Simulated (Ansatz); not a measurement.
Bi₂Te₃, DFT, LDA, all-electron LAPW, scalar-relativistic (Ansatz 0.2.0), run on 2 threads of Intel(R) Xeon(R) Platinum 8488C (Sapphire Rapids) on a shared host.

The geometry is COD entry 9012858, unchecked; take it as a test cell. The listed cell was then made from it by scaling, straining or moving an atom.

Command: `ansatz run input.yaml --threads 2 --pin off --max-ram 8192MiB --backend cpu --events-out ev --progress --plain --runs-dir out`

```yaml
crystal:
  lattice:
    - [2.3207187418, 1.3966305059, 9.9815058005]
    - [-2.096283766, 1.3524604809, 9.9373357754]
    - [0.0739651241, -2.4506908869, 9.9211684241]
  atoms:
    - { symbol: Bi, position: [0.812, 0.812, 0.812] }
    - { symbol: Bi, position: [0.402, 0.402, 0.402] }
    - { symbol: Te, position: [0.611, 0.611, 0.611] }
    - { symbol: Te, position: [0.2, 0.2, 0.2] }
    - { symbol: Te, position: [0.0, 0.0, 0.0] }
kpoints:
  mp_grid: { grid: [8, 8, 8] }
  band_path:
    path:
      - [0.0, 0.0, 0.0]
      - [-0.5, -0.5, -0.5]
      - [0.5, 0.0, 0.0]
      - [0.0, 0.0, 0.0]
      - [0.0, 0.0, 0.5]
      - [0.0, -0.5, 0.0]
      - [0.0, 0.0, 0.0]
      - [0.5, 0.0, 0.5]
      - [-0.5, -0.5, 0.0]
    npoints: 5
scf:
  occupations: { method: fermi_dirac, width: 0.08 }
hamiltonian:
  xc: lda
  pseudopotentials: { kind: all_electron, lapw: { basis_error: 0.001 } }
output:
  forces: true
  stress: true
  eigenvalues: true
```

Task: How large is the problem that the program sets up?

Result: 260 irreducible k-points, 1195 plane waves at Γ, 88 bands.

Task: About how long does it take, and how much memory does it use?

Result: 8.6 min of wall time for 7 SCF iterations, with a peak of 3.2 GiB. Times on shared machines scatter by tens of per cent.
